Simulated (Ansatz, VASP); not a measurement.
BeTe: VASP beside Ansatz

```
CELL_PARAMETERS angstrom
0.00000 2.77000 2.77000
2.77000 0.00000 2.77000
2.77000 2.77000 0.00000
ATOMIC_POSITIONS crystal
Be 0.00000 0.00000 0.00000
Te 0.75000 0.75000 0.75000
```

Alike in both runs: task single point; functional PBE; k mesh 11 × 11 × 11; occupations fermi-dirac, width 0.05 eV; non-collinear spin, spin-orbit coupling.

|  | VASP | Ansatz |
| --- | --- | --- |
| version | VASP 6.6.1 | Ansatz 0.2.0 |
| potentials or method | VASP PAW PBE potentials, release 64 (Be, Te), cutoff 520 eV | all-electron LAPW |

Ansatz gave:

| Quantity | Value |
| --- | --- |
| pressure (GPa) | 4.3 |
| net moment per atom (μB) | 0.00 |

**Question.** What did VASP give for the same quantities?

**Answer.** Pressure (GPa): 4.5; net moment per atom (μB): 0.00.

Ansatz ran all-electron here, so the differences hold the error of VASP's frozen core and of both bases.
